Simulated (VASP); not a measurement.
# Er (Fm-3m) in VASP: a series of runs

One crystal, Er, is run at these levels: PBE; tasks: single point.

Program: VASP 6.6.1. These are calculated values, not measurements. Logs are shortened: lines on timing, memory, paths and dates and some standing lists are left out, and cuts for length are marked.

## Step 1: The structure

Symmetry: Fm-3m, No. 225, cubic system. Conventional cell: a = 4.960 Å, b = 4.960 Å, c = 4.960 Å, α = 90.00°, β = 90.00°, γ = 90.00°. Er (site symmetry m-3m) is surrounded by 12 Er at 3.51 Å.

This isn't the form of Er at room conditions, which is hcp.

## Step 2: Single point, PBE, collinear spin, ferromagnetic start

The input, INCAR:

```
SYSTEM = Er
PREC     = Accurate       ! precision mode
ENCUT    = 400            ! plane-wave cutoff, eV
EDIFF    = 1E-6           ! SCF threshold, eV
ISMEAR   = 0              ! smearing method
SIGMA    = 0.2            ! smearing width, eV
LREAL    = .False.        ! projectors in reciprocal space
LASPH    = .True.         ! aspherical terms in the spheres
NELM     = 100            ! most SCF steps
ALGO     = Normal         ! electronic algorithm
ISIF     = 2              ! what is computed and relaxed
LWAVE    = .False.        ! write WAVECAR
LCHARG   = .False.        ! write CHGCAR
ISPIN    = 2              ! spin polarisation
MAGMOM   = 3              ! initial moments
LORBIT   = 11             ! projections on sites
LMAXMIX  = 6              ! l up to which the mixer works
GGA      = PE             ! functional
ADDGRID  = .False.
```

The input, KPOINTS:

```
Automatic mesh
0
Gamma
  4 4 4
  0 0 0
```

The input, POSCAR:

```
Er
1.0
    0.0000000000      2.4798434248      2.4798434248
    2.4798434248      0.0000000000      2.4798434248
    2.4798434248      2.4798434248      0.0000000000
Er
1
Direct
    0.0000000000      0.0000000000      0.0000000000
```

Potentials or basis: VASP PAW PBE potentials, release 64 (Er_3), 4f in core.

Launch:

```
$ cat potpaw_PBE.64/Er_3/POTCAR > POTCAR
$ mpirun -np 1 vasp_std > vasp.out
```

OUTCAR:

```text
SYSTEM = Er
   PREC = Accurate
   ENCUT = 400
   EDIFF = 1E-6
   ISMEAR = 0
   LREAL = .False.
   LASPH = .True.
   NELM = 100
   ISIF = 2
   ISPIN = 2
   LORBIT = 11
   GGA = PE

 Found      8 irreducible k-points:

 Following reciprocal coordinates:
            Coordinates               Weight
  0.000000  0.000000  0.000000      1.000000
  0.250000  0.000000  0.000000      8.000000
  0.500000  0.000000  0.000000      4.000000
  0.250000  0.250000  0.000000      6.000000
  0.500000  0.250000  0.000000     24.000000
 -0.250000  0.250000  0.000000     12.000000
   k-points           NKPTS =      8   k-points in BZ     NKDIM =      8   number of bands    NBANDS=     10
   number of dos      NEDOS =    301   number of ions     NIONS =      1
   total plane-waves  NPLWV =  13824
   dimension x,y,z NGX =    24 NGY =   24 NGZ =   24
   dimension x,y,z NGXF=    48 NGYF=   48 NGZF=   48
   ions per type =               1
   NGX,Y,Z   is equivalent  to a cutoff of  11.38, 11.38, 11.38 a.u.
   NGXF,Y,Z  is equivalent  to a cutoff of  22.75, 22.75, 22.75 a.u.
 SYSTEM =  Er
   PREC   = accura    normal or accurate (medium, high low for compatibility)
   ISTART =      0    job   : 0-new  1-cont  2-samecut
   ICHARG =      2    charge: 1-file 2-atom 10-const
   ISPIN  =      2    spin polarized calculation?
   LNONCOLLINEAR =      F non collinear calculations
   LSORBIT =      F    spin-orbit coupling
   LASPH  =      T    aspherical Exc in radial PAW
   ENCUT  =  400.0 eV  29.40 Ry    5.42 a.u.   5.72  5.72  5.72*2*pi/ulx,y,z
   NELM   =    100;   NELMIN=  2; NELMDL= -5     # of ELM steps
   EDIFF  = 0.1E-05   stopping-criterion for ELM
   LREAL  =      F    real-space projection
   EDIFFG = 0.1E-04   stopping-criterion for IOM
   NSW    =      0    number of steps for IOM
   IBRION =     -1    ionic relax: 0-MD 1-quasi-New 2-CG
   NFREE  =      0    steps in history (QN), initial steepest desc. (CG)
   ISIF   =      2    stress and relaxation
   ISYM   =      2    0-nonsym 1-usesym 2-fastsym
   POTIM  = 0.5000    time-step for ionic-motion
   TEBEG  =    0.0;   TEEND  =   0.0 temperature during run
   PSTRESS=    0.0 pullay stress
   NELECT =       9.0000    total number of electrons
   NUPDOWN=      -1.0000    fix difference up-down
   EMIN   =  10.00;   EMAX   =-10.00  energy-range for DOS
   EFERMI =   0.00;   METHOD = LEGACY
   ISMEAR =     0;   SIGMA  =   0.20  broadening in eV -4-tet -1-fermi 0-gaus
   EFERMI_NEDOS =   21; number of points for ismear=-14 and -15
   IALGO  =     38    algorithm
   IMIX   =      4    mixing-type and parameters
     AMIX     =   0.40;   BMIX     =  1.00
     AMIX_MAG =   1.60;   BMIX_MAG =  1.00
  volume/ion in A,a.u.               =      30.50       205.83
  Fermi-wavevector in a.u.,A,eV,Ry     =   1.089904  2.059619 16.162222  1.187890
  Thomas-Fermi vector in A             =   2.226117
   LORBIT       =     11    0 simple, 1 ext, 2 COOP (PROOUT), +10 PAW based schemes
   GGA     = PE    functional components
   LHFCALC =     F    Hartree Fock is set to
   AEXX    =    0.0000 exact exchange contribution
   IVDW    =     0    specifies the selected vdW correction
   LEPSILON=     F    determine dielectric tensor
   LRPA    =     F    only Hartree local field effects (RPA)
 spin polarized calculation
 Gauss-broadening in eV      SIGMA  =   0.20
  energy-cutoff  :      400.00
  volume of cell :       30.50
 maximum number of plane-waves:       568
 NGX is ok and might be reduce to    24
   NGX = 11   NGY = 11   NGZ = 11

 number of electron       8.9999998 magnetization       0.3488469

 number of electron       8.9999998 magnetization      -0.0021412

 Free energy of the ion-electron system (eV)
  ---------------------------------------------------
  ext. energy  EPLUGINS =         0.00000000
  ---------------------------------------------------
  free energy    TOTEN  =        -4.46853959 eV

  energy without entropy =       -4.43886010  energy(sigma->0) =       -4.45369984

 E-fermi :   3.2167     XC(G=0):  -9.8793

 val. band max:        2.7469872778   @ k =   0.5000   0.2500   0.0000
 cond. band min:       3.2529369389   @ k =   0.2500   0.2500   0.0000
 fundamental gap:      0.5059496611
 Fermi energy:         3.2166788069

 spin component 1

 k-point     1 :       0.0000    0.0000    0.0000
  band No.  band energies     occupation
      1     -21.3275      1.00000
      2     -21.3275      1.00000
      3     -21.3275      1.00000
      4      -2.4844      1.00000
      5       5.0801      0.00000
      6       5.0801      0.00000
      7       5.0801      0.00000
      8       7.4263      0.00000
      9       7.4263      0.00000
     10      12.6344      0.00000

 k-point     2 :       0.2500    0.0000    0.0000
  band No.  band energies     occupation
      1     -21.6357      1.00000
      2     -21.3676      1.00000
      3     -21.3676      1.00000
      4      -0.9529      1.00000
      5       3.8666      0.00000
      6       5.3602      0.00000
      7       5.3602      0.00000
      8       7.3842      0.00000
      9       7.3842      0.00000
     10      12.6687      0.00000

 k-point     3 :       0.5000    0.0000    0.0000
  band No.  band energies     occupation
      1     -21.9257      1.00000
      2     -21.4073      1.00000
      3     -21.4073      1.00000
      4       0.6577      1.00000
      5       3.7642      0.00005
      6       4.8781      0.00000
      7       4.8781      0.00000
      8       9.1768      0.00000
      9       9.1768      0.00000
     10      11.3265      0.00000

 k-point     4 :       0.2500    0.2500    0.0000
  band No.  band energies     occupation
      1     -21.6233      1.00000
      2     -21.4360      1.00000
      3     -21.4360      1.00000
      4      -0.4562      1.00000
      5       3.2553      0.39250
      6       5.0037      0.00000
      7       6.4154      0.00000
      8       6.4154      0.00000
      9       8.2114      0.00000
     10      15.8460      0.00000

 k-point     5 :       0.5000    0.2500    0.0000
  band No.  band energies     occupation
      1     -21.8234      1.00000
      2     -21.5651      1.00000
      3     -21.4755      1.00000
      4       1.5411      1.00000
      5       2.7470      0.99955
      6       4.0077      0.00000
      7       6.3354      0.00000
      8       9.2048      0.00000
      9       9.3324      0.00000
     10      10.8193      0.00000

 k-point     6 :      -0.2500    0.2500    0.0000
  band No.  band energies     occupation
      1     -21.7591      1.00000
      2     -21.5787      1.00000
      3     -21.4078      1.00000
      4       1.0763      1.00000
      5       3.4347      0.06155
      6       3.7440      0.00010
      7       5.9783      0.00000
      8       7.0876      0.00000
      9       9.8351      0.00000
     10      12.3908      0.00000

 [... further k-points ...]

 spin component 2

 k-point     1 :       0.0000    0.0000    0.0000
  band No.  band energies     occupation
      1     -21.3282      1.00000
      2     -21.3282      1.00000
      3     -21.3282      1.00000
      4      -2.4861      1.00000
      5       5.0783      0.00000
      6       5.0783      0.00000
      7       5.0783      0.00000
      8       7.4258      0.00000
      9       7.4258      0.00000
     10      12.6301      0.00000

 k-point     2 :       0.2500    0.0000    0.0000
  band No.  band energies     occupation
      1     -21.6364      1.00000
      2     -21.3683      1.00000
      3     -21.3683      1.00000
      4      -0.9547      1.00000
      5       3.8645      0.00000
      6       5.3588      0.00000
      7       5.3588      0.00000
      8       7.3833      0.00000
      9       7.3833      0.00000
     10      12.6679      0.00000

 k-point     3 :       0.5000    0.0000    0.0000
  band No.  band energies     occupation
      1     -21.9264      1.00000
      2     -21.4080      1.00000
      3     -21.4080      1.00000
      4       0.6554      1.00000
      5       3.7630      0.00006
      6       4.8771      0.00000
      7       4.8771      0.00000
      8       9.1759      0.00000
      9       9.1759      0.00000
     10      11.3253      0.00000

 k-point     4 :       0.2500    0.2500    0.0000
  band No.  band energies     occupation
      1     -21.6240      1.00000
      2     -21.4367      1.00000
      3     -21.4367      1.00000
      4      -0.4578      1.00000
      5       3.2529      0.39883
      6       5.0029      0.00000
      7       6.4138      0.00000
      8       6.4138      0.00000
      9       8.2109      0.00000
     10      15.8437      0.00000

 k-point     5 :       0.5000    0.2500    0.0000
  band No.  band energies     occupation
      1     -21.8242      1.00000
      2     -21.5658      1.00000
      3     -21.4762      1.00000
      4       1.5396      1.00000
      5       2.7454      0.99957
      6       4.0058      0.00000
      7       6.3345      0.00000
      8       9.2035      0.00000
      9       9.3314      0.00000
     10      10.8180      0.00000

 k-point     6 :      -0.2500    0.2500    0.0000
  band No.  band energies     occupation
      1     -21.7599      1.00000
      2     -21.5794      1.00000
      3     -21.4085      1.00000
      4       1.0745      1.00000
      5       3.4324      0.06361
      6       3.7432      0.00010
      7       5.9778      0.00000
      8       7.0860      0.00000
      9       9.8341      0.00000
     10      12.3896      0.00000

 [... further k-points ...]
[... 5 lines left out ...]
  --------------------------------------------------------------------------------------
  -------------------------------------------------------------------------------------
  Total        0.1724696      0.1724696      0.1724696     -0.0000000     -0.0000000     -0.0000000
  in kB        9.0598387      9.0598387      9.0598387     -0.0000000     -0.0000000     -0.0000000
  external PRESSURE =       9.0598387 kB  Pullay stress =       0.0000000 kB

 VOLUME and BASIS-vectors are now :
 -----------------------------------------------------------------------------
  energy-cutoff  :      400.00
  volume of cell :       30.50
      direct lattice vectors                 reciprocal lattice vectors
     0.000000000  2.479843425  2.479843425    -0.201625633  0.201625633  0.201625633
     2.479843425  0.000000000  2.479843425     0.201625633 -0.201625633  0.201625633
     2.479843425  2.479843425  0.000000000     0.201625633  0.201625633 -0.201625633

 POSITION                                       TOTAL-FORCE (eV/Angst)
 -----------------------------------------------------------------------------------
      0.00000      0.00000      0.00000         0.000000      0.000000      0.000000
 -----------------------------------------------------------------------------------
    total drift:                               -0.000000      0.000000     -0.000000

  FREE ENERGIE OF THE ION-ELECTRON SYSTEM (eV)
  ---------------------------------------------------
  free  energy   TOTEN  =        -4.4685395859 eV

  energy  without entropy=       -4.4388600993  energy(sigma->0) =       -4.45369984

 total charge

# of ion       s       p       d       tot
------------------------------------------
    1        0.510   6.543   1.079   8.132

 magnetization (x)

# of ion       s       p       d       tot
------------------------------------------
    1       -0.000  -0.000  -0.001  -0.001
```

Run time: 6.3 s. Hardware: 1 thread of Intel Xeon 6975P-C (Granite Rapids), shared host; peak memory 0.14 GiB.

These settings aren't checked as converged: the numbers below hold their error.

What came out:

| Property | Result |
| --- | --- |
| Free energy | -4.4685 eV |
| Pressure | 0.9 GPa |
| Band gap on the k mesh | none (metal or under the smearing width) |
| Net moment | 0.00 μB per cell |
| Valence electrons inside the program's atomic spheres | Er 8.13 |

Caveat: the k mesh is coarse (spacing up to 0.55 Å⁻¹), so the values aren't converged; the magnetic or orbital state may not be the lowest; spin-orbit coupling is left out, which moves the levels of the heavy elements; the 4f electrons are frozen in the core as for a trivalent ion, so they carry no moment and show no levels.

## Step 3: Single point, PBE, collinear spin, ferromagnetic start

INCAR is that of step 2.

KPOINTS is that of step 2.

The input, POSCAR:

```
Er
1.0
   -0.0089250000      2.4571370000      2.4791170000
    2.4542050000     -0.0023290000      2.4725200000
    2.4870360000      2.4833720000     -0.0351600000
Er
1
Direct
   -0.0043710000     -0.0077920000     -0.0181410000
```

Potentials or basis: VASP PAW PBE potentials, release 64 (Er_3), 4f in core.

Launch:

```
$ cat potpaw_PBE.64/Er_3/POTCAR > POTCAR
$ mpirun -np 1 vasp_std > vasp.out
```

Run time: 9.9 s. Hardware: 1 thread of Intel Xeon 6975P-C (Granite Rapids), shared host; peak memory 0.15 GiB.

The run converged, but some of its settings lie outside the range that counts as converged, so its numbers aren't taken as properties of the crystal.

Results:

```
Free energy                                           : -4.4666 eV
Pressure                                              : 0.9 GPa
Band gap on the k mesh                                : none (metal or under the smearing width)
Net moment                                            : 0.00 μB per cell
Valence electrons inside the program's atomic spheres : Er 8.13
```

Caveat: the k mesh is coarse (spacing up to 0.55 Å⁻¹), so the values aren't converged; the magnetic or orbital state may not be the lowest; spin-orbit coupling is left out, which moves the levels of the heavy elements; the 4f electrons are frozen in the core as for a trivalent ion, so they carry no moment and show no levels.

## Step 4: Single point, PBE, collinear spin, ferromagnetic start

INCAR, as its differences from that of step 3:

```diff
@@ -2,3 +2,3 @@
 PREC     = Accurate       ! precision mode
-ENCUT    = 400            ! plane-wave cutoff, eV
+ENCUT    = 450            ! plane-wave cutoff, eV
 EDIFF    = 1E-6           ! SCF threshold, eV
```

KPOINTS is that of step 3.

The input, POSCAR:

```
Er
1.0
    0.0000000000      2.4798434248      2.4798434248
    2.4798434248      0.0000000000      2.4798434248
    2.4798434248      2.4798434248      0.0000000000
Er
1
Direct
    0.0000000000      0.0000000000      0.0000000000
```

Launch:

```
$ cat potpaw_PBE.64/Er_3/POTCAR > POTCAR
$ mpirun -np 1 vasp_std > vasp.out
```

Run time: 6.2 s. Hardware: 1 thread of Intel Xeon 6975P-C (Granite Rapids), shared host; peak memory 0.14 GiB.

These settings aren't checked as converged: the numbers below hold their error.

Results:

- Free energy: -4.4687 eV
- Pressure: 0.9 GPa
- Band gap on the k mesh: none (metal or under the smearing width)
- Net moment: 0.00 μB per cell
- Valence electrons inside the program's atomic spheres: Er 8.13

Caveat: the k mesh is coarse (spacing up to 0.55 Å⁻¹), so the values aren't converged; the magnetic or orbital state may not be the lowest; spin-orbit coupling is left out, which moves the levels of the heavy elements; the 4f electrons are frozen in the core as for a trivalent ion, so they carry no moment and show no levels.
